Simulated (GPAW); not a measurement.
SnO: changing the functional

Space group Pmn2_1 (No. 31). a = 3.355 Å, b = 5.674 Å, c = 4.222 Å, α = 90.00°, β = 90.00°, γ = 90.00°
```csv
atom,site,symmetry,x,y,z
Sn,2a,m..,0.5000,0.7681,0.0131
O,2a,m..,0.5000,0.1087,0.2369
```

The cell comes from a database or a generator and needn't be the stable form of this composition.

Kept alike: task band structure; k mesh 5 × 3 × 4; occupations fermi-dirac, width 0.05 eV; no spin polarisation. Program: GPAW, potentials by row: the program's PAW data sets (release 1.2.1) made for this functional (LDA); PAW data sets generated for this functional (PBEsol); GPAW PAW data sets (gpaw-data 1.2.1) (r2SCAN on files made for PBE), cutoff 800 eV. The mesh is that of the run's cell of 4 atoms. No spin-orbit coupling.

| functional | band gap (eV) | pressure (GPa) |
| --- | --- | --- |
| LDA | 1.366 | -6.08 |
| PBEsol | 1.329 | -3.58 |
| r2SCAN | 1.695 | -3.29 |

Pressure is positive in compression; the values hold the error of the finite cutoff, so their zero can differ a little from the energy's minimum. Gaps are the smaller of the mesh's and the band path's.

**Question.** What does the functional change here?

**Answer.** The band gap runs from 1.329 (PBEsol) to 1.695 eV (r2SCAN). The pressure runs from -6.08 (LDA) to -3.29 GPa (r2SCAN).
